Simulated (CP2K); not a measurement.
## Sb under changes of volume

One of the cells (31.554 Å³/atom); the others are scaled copies at fixed shape and fractional positions:

```
CELL_PARAMETERS angstrom
3.16000 0.00000 0.00000
0.00000 3.16000 0.00000
0.00000 0.00000 3.16000
ATOMIC_POSITIONS crystal
Sb 0.00000 0.00000 0.00000
```

This isn't the form of Sb at room conditions, which is rhombohedral.

- Program: CP2K 2026.2
- Functional: r2SCAN
- Potentials or basis: POTENTIAL_UZH Sb GTH-SCAN-q5; TZVP-MOLOPT-SCAN-GTH basis
- Density cutoff: 9184 eV
- k mesh: 8 × 8 × 8
- Occupations: fermi-dirac, width 0.01 eV
- Spin: no spin polarisation

```csv
volume (Å³/atom),energy over the lowest point (meV/atom),pressure (GPa)
29.661,0.00,-0.8
30.292,5.35,-1.9
30.923,?,?
31.554,28.60,-3.9
32.186,45.54,-4.7
32.817,65.43,-5.4
33.448,88.03,-6.0
```

Problem. What does the run at 30.923 Å³/atom give?

Solution. Energy over the lowest point 15.06 meV/atom; pressure -3.0 GPa.

Worked out: A Birch-Murnaghan fit of order 3 (a polynomial in V^(-2/3)) to the other rows has its minimum at 29.28 Å³/atom, just outside them, with B0 = V·E''(V) = 62 GPa and B' = 4.7. It gives 15.06 meV/atom at 30.923 Å³/atom, against the run's 15.06, and -dE/dV = -3.0 GPa, against -3.0.

Energies are extrapolated to zero smearing.

Caveats: the basis of atomic orbitals isn't converged, which shifts pressures, moduli and gaps.
